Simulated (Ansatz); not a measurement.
# V_Cl in SrCl2 (Fm-3m): charge-transition levels and formation energies

Aim: at which Fermi levels does V_Cl in SrCl2 (Fm-3m) change its charge? The model is a cell of 54 host atoms with 1 Cl taken out.

Calculated with Ansatz 0.2.0; place-levels on PBEsol runs: charge-transition levels and formation energies with image-charge correction and potential alignment at the atomic sites.

## 1. Starting point

The cell holds 53 atoms: 18 Sr and 35 Cl. Cell: a = 9.769 Å, b = 14.653 Å, c = 14.653 Å, α = 60.0°, β = 60.0°, γ = 60.0°. It derives from SrCl2 (space group Fm-3m). Nearest the centre at fractional (0.625, 0.417, 0.417): Sr42 at 2.99 Å, Sr13 at 2.99 Å, Sr48 at 2.99 Å, Sr40 at 2.99 Å, Cl38 at 3.45 Å, Cl5 at 3.45 Å, Cl11 at 3.45 Å, Cl32 at 3.45 Å.

Screening for the image-charge correction: ε∞ = 3.02, ε0 = 7.80, from a response run on this crystal (DFPT, PBEsol) at that run's own cell.

The cell's shortest repeat is 9.8 Å.

## 2. Charge states

A transition level is the Fermi level at which two charge states cost the same, so each charge needs its own total energy, at its own relaxed structure.

Random displacements of about 0.05 Å break the site symmetry at the start, so that the relaxation can reach a distorted minimum if there is one. Forces are taken at one point at (¼, ¼, ¼). The cell holds 1 electron more than the neutral one, with a uniform background that keeps it neutral on the whole.

The sampling was tested on the host first: at the k-points planned (1x1x1 shifted 0.25 0.25 0.25) its energy lies 0.000 eV an atom from the dense-mesh value, under the bound of 0.02 eV set for this test; that bounds the host's error, not the defect's.

One of the inputs; charge, spin and start change from state to state.

File qm1.relax/input.yaml:

```yaml
crystal:
  lattice:
    - [0.0, 6.90765922, 6.90765922]
    - [10.36148883, 0.0, 10.36148883]
    - [10.36148883, 10.36148883, 0.0]
  atoms:
    - { symbol: Sr, position: [0.0, 0.0, 0.0] }
    - { symbol: Cl, position: [0.375, 0.25, 0.25] }
[... 2 atom lines left out ...]
    - { symbol: Cl, position: [0.375, 0.25, 0.58333333] }
    - { symbol: Cl, position: [0.125, 0.08333333, 0.41666667] }
[... 4 atom lines left out ...]
    - { symbol: Cl, position: [0.375, 0.58333333, 0.25] }
    - { symbol: Cl, position: [0.125, 0.41666667, 0.08333333] }
    - { symbol: Sr, position: [0.0, 0.33333333, 0.33333333] }
    - { symbol: Cl, position: [0.375, 0.58333333, 0.58333333] }
    - { symbol: Cl, position: [0.125, 0.41666667, 0.41666667] }
[... 2 atom lines left out ...]
    - { symbol: Cl, position: [0.125, 0.41666667, 0.75] }
[... 5 atom lines left out ...]
    - { symbol: Cl, position: [0.125, 0.75, 0.41666667] }
[... 4 atom lines left out ...]
    - { symbol: Cl, position: [0.875, 0.25, 0.25] }
[... 2 atom lines left out ...]
    - { symbol: Cl, position: [0.875, 0.25, 0.58333333] }
[... 3 atom lines left out ...]
    - { symbol: Cl, position: [0.625, 0.08333333, 0.75] }
[... 1 atom line left out ...]
    - { symbol: Cl, position: [0.875, 0.58333333, 0.25] }
    - { symbol: Cl, position: [0.625, 0.41666667, 0.08333333] }
    - { symbol: Sr, position: [0.5, 0.33333333, 0.33333333] }
[... 1 atom line left out ...]
    - { symbol: Sr, position: [0.5, 0.33333333, 0.66666667] }
[... 1 atom line left out ...]
    - { symbol: Cl, position: [0.625, 0.41666667, 0.75] }
[... 2 atom lines left out ...]
    - { symbol: Cl, position: [0.625, 0.75, 0.08333333] }
    - { symbol: Sr, position: [0.5, 0.66666667, 0.33333333] }
[... 1 atom line left out ...]
    - { symbol: Cl, position: [0.625, 0.75, 0.41666667] }
[... 2 atom lines left out ...]
    - { symbol: Cl, position: [0.625, 0.75, 0.75] }
  host:
    repeats: [2, 3, 3]
    atoms:
      - { symbol: Sr, position: [0.0, 0.0, 0.0] }
      - { symbol: Cl, position: [0.75, 0.75, 0.75] }
      - { symbol: Cl, position: [0.25, 0.25, 0.25] }
total_charge: -1
basis:
  ecutwfc: 420
  xc_grid: 2
hamiltonian:
  xc: pbesol
kpoints:
  mp_grid: { grid: [1, 1, 1], shift: [0.25, 0.25, 0.25] }
scf:
  occupations: { method: fixed }
  max_iter: 80
output:
  forces: true
  charged_corrections:
    epsilon: 3.02
    static_epsilon: 7.8
    defect_position: [0.625, 0.416667, 0.416667]
relax:
  f_tol: 0.02
  max_steps: 80
  random_displacement: { amplitude: 0.05, seed: 419 }
checkpoint:
  write: "../qm1.relax.run"
  compress: false
  write_wavefunctions: true
  write_every: 100000
```

On the command line:

```console
$ ansatz run input.yaml --threads 4 --pin off --max-ram 7536MiB --backend cpu --events-out ev --progress --plain --runs-dir out
```

Defect states can disperse in a cell of this size, so the energy is taken again at a 2×2×2 shifted mesh, on the relaxed structure.

The run of this state that the levels use, under PBEsol:

File qm1.point/input.yaml:

```yaml
crystal:
  checkpoint: "../qm1.relax.run"
  host: checkpoint
total_charge: -1
basis:
  ecutwfc: 420
  xc_grid: 2
hamiltonian:
  xc: pbesol
kpoints:
  mp_grid: { grid: [2, 2, 2], shift: [0.5, 0.5, 0.5] }
scf:
  occupations: { method: fermi_dirac, width: 0.01 }
  max_iter: 80
output:
  forces: true
  eigenvalues: true
  charged_corrections:
    epsilon: 3.02
    static_epsilon: 7.8
    defect_position: [0.625, 0.416667, 0.416667]
  eigenstates: { localisation: true }
  populations: true
  band_densities: [{ bands: [v1, v1] }, { bands: [c1, c1] }]
  write_density: true
  write_potential: true
  volumetric_format: npy
checkpoint:
  read: "../qm1.relax.run"
  write: "../qm1.point.run"
  compress: false
  write_wavefunctions: false
  write_every: 100000
```

Relaxations under PBEsol at one point at (¼, ¼, ¼); times on 4 threads of Arm Neoverse V1, shared host:

| charge | moment (μB) | occupations | outcome | steps | largest displacement against the far atoms (Å) | time |
| --- | --- | --- | --- | --- | --- | --- |
| −1 | 0 | fixed | converged | 5 | 0.23 | 86 s |
| 0 | 1 | fixed | converged | 4 | 0.06 | 2.6 min |
| +1 | 0 | fixed | converged | 4 | 0.29 | 79 s |

Single points under PBEsol at a 2×2×2 shifted mesh; times on 4 threads of Arm Neoverse V1, shared host:

| charge | moment (μB) | occupations | outcome | time |
| --- | --- | --- | --- | --- |
| −1 | 0 | fermi-dirac | converged | 2.2 min |
| 0 | 1 | fermi-dirac | converged | 5.8 min |
| +1 | 0 | fermi-dirac | converged | 2 min |

Distances (Å) from the ideal centre to the nearest atoms after relaxation with PBEsol:

| charge | moment (μB) | 1. | 2. | 3. | 4. | 5. | 6. |
| --- | --- | --- | --- | --- | --- | --- | --- |
| −1 | 0 | Sr 2.76 | Sr 2.77 | Sr 2.81 | Sr 2.81 | Cl 3.51 | Cl 3.51 |
| 0 | 1 | Sr 2.98 | Sr 2.99 | Sr 2.99 | Sr 2.99 | Cl 3.39 | Cl 3.39 |
| +1 | 0 | Cl 3.17 | Cl 3.17 | Sr 3.17 | Cl 3.17 | Cl 3.17 | Cl 3.18 |

## 3. Placing the levels, PBEsol

A charged cell interacts with its images and the background, and its potential has another zero than the host's. place-levels removes the first by a point-charge model, screened by the static dielectric constant since the ions have relaxed around the charge, and the second by comparing potentials at atoms far from the defect.

The host is a run of the defect-free crystal in the same cutoffs, grids and k-points, so that basis and sampling errors cancel in part in the differences. Its band edges come from a run of the primitive cell that searches the zone for them. The host is run in a cell of 27 atoms on a matching mesh. Chemical potentials are energies per atom of Cl (Cl2 molecule), run with the same functional and cutoff.

File levels.point.yaml:

```yaml
host:
  run: host.point.run
  levels_from: { run: edges.point.run }
states: [qm1.point.run, q0_M1.point.run, qp1.point.run]
geometry_from:
  qm1.point.run: qm1.relax.run
  q0_M1.point.run: q0_M1.relax.run
  qp1.point.run: qp1.relax.run
  host.point.run: host.relax.run
chemical_potentials:
  Cl:
    energy: -1060.711994
    dataset: "<sha256 of the dataset>"
epsilon: 3.02
static_epsilon: 7.8
vertical:
  - { from: qm1.point.run, to: qm1.point_neutral.run }
  - { from: qp1.point.run, to: qp1.point_neutral.run }
```

On the command line:

```console
$ ansatz place-levels levels.point.yaml -- --threads 4 --pin off --max-ram 7536MiB
```

Numbers of over 12 decimals in the logs are rounded to 6 here.

Output:

```text
[... repeated set-up lines and file paths are left out, and long positions are rounded to six places ...]
(+1/0) 4.423 eV above the valence edge, 0.830 eV under the conduction edge
(0/-1) 4.942 eV above the valence edge, 0.311 eV under the conduction edge
formation energy of charge +1: +0.062 eV with the Fermi level at the valence edge
formation energy of charge 0: +4.486 eV with the Fermi level at the valence edge
formation energy of charge -1: +9.428 eV with the Fermi level at the valence edge
vertical -1 to 0: no energy, since no alignment is typed
  the change from vertical[0].from (qm1.point.run) to vertical[0].to (qm1.point_neutral.run): by its potential at epsilon 3.02 it stands at 0.609 0.411 0.411, with an rms radius of about 2.3 Å (1.2 1.4 1.4 Å across the planes of the cell's vectors); [...]
vertical +1 to 0: no energy, since no alignment is typed
  the change from vertical[1].from (qp1.point.run) to vertical[1].to (qp1.point_neutral.run): by its potential at epsilon 3.02 it stands at 0.612 0.407 0.406, with an rms radius of about 3.2 Å (1.6 1.9 1.9 Å across the planes of the cell's vectors); [...]
  edges by pbesol of host.levels_from (edges.point.run), its mesh sampled to repeats of 34.19 Å (the valence edge +0.041 eV and the conduction edge -0.222 eV from those of the host's own run), gap 5.253 eV; the host is sampled to repeats of 25.85 Å
  the defect's cells are sampled to repeats of 25.85 Å, like sampling
  charge +1: -100127.1554 eV with its correction of +0.036 eV, at epsilon 7.8, aligned at sites: -0.1908 eV, mean over 43 atomic sites at or beyond 4.88 Å from the defect at [0.6250, 0.4167, 0.4167], with +0.000000 for the charge's moments and without [...]
  charge 0: +0.000 eV for its dipole among its images, +0.000 omitted
  charge -1: -100111.1623 eV with its correction of +0.343 eV, at epsilon 7.8, aligned at sites: -0.1156 eV, mean over 43 atomic sites at or beyond 4.88 Å from the defect at [0.6250, 0.4167, 0.4167], with +0.000000 for the charge's moments and without [...]
  of states[2] (qp1.point.run): it parts from the run at its places by a charge that spreads by about 1.6 Å along one vector (1.4 Å or more is wide), by its potential at epsilon 3.02, taken for that of held ions (one typed too small widens it), where the cell [...]
  of states[1] (q0_M1.point.run): its displacements don't fall off away from the defect: farther atoms stand 0.011 Å off the host's places. [...]
  of states[0] (qm1.point.run): its displacements don't fall off away from the defect: farther atoms stand 0.025 Å off the host's places. [...]
  of vertical[0].from (qm1.point.run): its displacements don't fall off away from the defect: farther atoms stand 0.025 Å off the host's places. [...]
  of vertical[0].to (qm1.point_neutral.run): its displacements don't fall off away from the defect: farther atoms stand 0.025 Å off the host's places. [...]
  of vertical[1].from (qp1.point.run): its displacements don't fall off away from the defect: farther atoms stand 0.063 Å off the host's places. [...]
  of vertical[1].to (qp1.point_neutral.run): its displacements don't fall off away from the defect: farther atoms stand 0.063 Å off the host's places. [...]
```

Wall time 0.36 s (4 threads of Arm Neoverse V1, shared host).

Levels between the charges placed, in eV above the valence top:

|  | gap (eV) | (+1/0) | (0/−1) |
| --- | --- | --- | --- |
| PBEsol | 5.25 | 4.42 | 4.94 |

Corrections by state:

| charge | moment (μB) | image terms and alignment (eV) | band filling (eV) | ε used | over the lowest of its charge, as the program ranks them, band filling apart (eV) |
| --- | --- | --- | --- | --- | --- |
| +1 | 0.0 | 0.036 | - | 7.80 | 0.000 |
| 0 | 1.0 | 0.000 | - | - | 0.000 |
| −1 | 0.0 | 0.343 | - | 7.80 | 0.000 |

The charged structures listed were also run neutral, and place-levels reads from each pair, by the potential or the spins, how wide the charge is by which they differ; that can be the carrier of either run.

| charge | rms radius (Å) | spread where it is widest against the cell (Å) | wide from (Å) | reading |
| --- | --- | --- | --- | --- |
| +1 | 3.2 | 1.59 | 1.38 | wide |
| −1 | 2.3 | 1.19 | 1.38 | narrow |

The neutral runs of these pairs need not share the spin of the lowest neutral state, and very wide values only mean spread over the cell.

From the program's caveats on the states, each cut to its opening words:

- charge +1: it parts from the run at its places by a charge that spreads by about 1.6 Å along one vector (1.4 Å or more is wide), by its potential at epsilon 3.02, taken [...]
- charge +1: its displacements don't fall off away from the defect: farther atoms stand 0.063 Å off the host's places
- charge 0 (1 μB): its displacements don't fall off away from the defect: farther atoms stand 0.011 Å off the host's places
- charge −1: its displacements don't fall off away from the defect: farther atoms stand 0.025 Å off the host's places

The host's formation energy from the elements is -2.576 eV per atom; it sets how far the chemical potentials can move.

Limit set by the element alone; other compounds of these elements are not counted. Chemical potentials from the elements' reference states: Cl 0.00 eV, Sr -7.73 eV. Formation energy by charge state (Cl-rich; gap 5.25 eV):

| charge | at valence top (eV) | at conduction bottom (eV) | correction included (eV) |
| --- | --- | --- | --- |
| +1 | 0.06 | 5.32 | 0.04 |
| 0 | 4.49 | 4.49 | 0.00 |
| −1 | 9.43 | 4.17 | 0.34 |

Fermi level (eV), lowest formation energy (eV) and a bar:
```
     0.00       0.06 
     0.48       0.54 ###
     0.95       1.02 ######
     1.43       1.49 ##########
     1.91       1.97 #############
     2.39       2.45 ################
     2.87       2.93 ###################
     3.34       3.41 #######################
     3.82       3.88 ##########################
     4.30       4.36 #############################
     4.78       4.49 ##############################
     5.25       4.17 ############################
```

Limit set by the element alone; other compounds of these elements are not counted. Chemical potentials from the elements' reference states: Sr 0.00 eV, Cl -3.86 eV. Formation energies (Sr-rich), with the Fermi level at the valence top and at the conduction bottom (gap 5.25 eV):

| charge | at valence top (eV) | at conduction bottom (eV) | correction included (eV) |
| --- | --- | --- | --- |
| +1 | -3.80 | 1.45 | 0.04 |
| 0 | 0.62 | 0.62 | 0.00 |
| −1 | 5.56 | 0.31 | 0.34 |

(Fermi level (eV), lowest formation energy (eV)): (0.00, -3.80), (0.48, -3.32), (0.95, -2.85), (1.43, -2.37), (1.91, -1.89), (2.39, -1.42), (2.87, -0.93), (3.34, -0.46), (3.82, 0.02), (4.30, 0.50), (4.78, 0.62), (5.25, 0.31)

## 4. The same at the relaxations' own k-points

The relaxations' own energies give the levels at their sampling, for comparison.

File levels.relax_mesh.yaml:

```yaml
host:
  run: host.relax.run
  levels_from: { run: edges.relax.run }
states: [qm1.relax.run, q0_M1.relax.run, qp1.relax.run]
chemical_potentials:
  Cl:
    energy: -1060.711994
    dataset: "<sha256 of the dataset>"
```

On the command line:

```console
$ ansatz place-levels levels.relax_mesh.yaml -- --threads 4 --pin off --max-ram 7536MiB
```

Output:

```text
(+1/0) 4.399 eV above the valence edge, 0.854 eV under the conduction edge
(0/-1) 4.880 eV above the valence edge, 0.373 eV under the conduction edge
formation energy of charge +1: +0.063 eV with the Fermi level at the valence edge
formation energy of charge 0: +4.462 eV with the Fermi level at the valence edge
formation energy of charge -1: +9.343 eV with the Fermi level at the valence edge
  edges by pbesol of host.levels_from (edges.relax.run), its mesh sampled to repeats of 34.19 Å (the valence edge +0.097 eV and the conduction edge -0.262 eV from those of the host's own run), gap 5.253 eV; the host is sampled to repeats of 12.92 Å
[... the lines on each state left out ...]
```

Elapsed: 0.13 s, on 4 threads.

Levels between neighbouring charges, in eV above the valence top:

|  | gap (eV) | (+1/0) | (0/−1) |
| --- | --- | --- | --- |
| one point at (¼, ¼, ¼) | 5.25 | 4.40 | 4.88 |
| a 2×2×2 shifted mesh | 5.25 | 4.42 | 4.94 |

Going from one point at (¼, ¼, ¼) to a 2×2×2 shifted mesh moves the levels that carry no band-filling term by up to 0.06 eV and formation energies against the elements by up to 0.09 eV.

## 5. Summary of results

```
gap of the host                                                          : 5.25 eV (PBEsol)
level (plus 1/0)                                                         : 4.42 eV above the valence top
level (0/minus 1)                                                        : 4.94 eV above the valence top
lowest of the charges placed, just above the valence top (0.02 eV)       : +1
lowest of the charges placed, just below the conduction bottom (0.02 eV) : −1
lowest formation energy at mid-gap of the charges run, Cl-rich           : 2.69 eV
lowest formation energy at mid-gap of the charges run, Sr-rich           : -1.18 eV
```

In words: Of the charges placed (−1, 0 and +1), the lowest changes at 4.42 eV (+1/0) and 4.94 eV (0/−1) above the valence top, in a gap of 5.25 eV. (0/−1) lies nearer to a band edge than the share of the finite-size correction in it (0.34 eV), and that correction holds for a localised charge alone. Charges above +1 and below −1 were not placed, so these runs say nothing of levels that involve them. States placed: +1 at 0 μB; 0 at 1 μB; −1 at 0 μB. Other spin states or structures, where not listed, weren't placed. Going from one point at (¼, ¼, ¼) to a 2×2×2 shifted mesh moves the levels that carry no band-filling term by up to 0.06 eV and formation energies against the elements by up to 0.09 eV. Limits: PBEsol makes the gap too small and tends to spread out bound carriers; where a gas molecule sets a chemical potential or the host's formation energy, its binding is uncorrected.

[Logs are printed without paths, hosts, clocks, repeated set-up lines and the standing remarks that a program may print on its own settings, such as how far it seeks lower states.]

[Hosts, paths, dates, database ids (printed as entryN), source tags and the programs' standing remarks are cut or masked in the printed files.]

[Where a table of states has a column of steps, it counts the stored structures, which are thinned; the runs took as many ionic steps or more.]

[A defect's name tells the site on which it was built; relaxed atoms can leave that site.]

[For some hosts the program warned that the k-mesh of the response run may be too coarse for force constants and the static dielectric constant; such warnings are not shown here.]
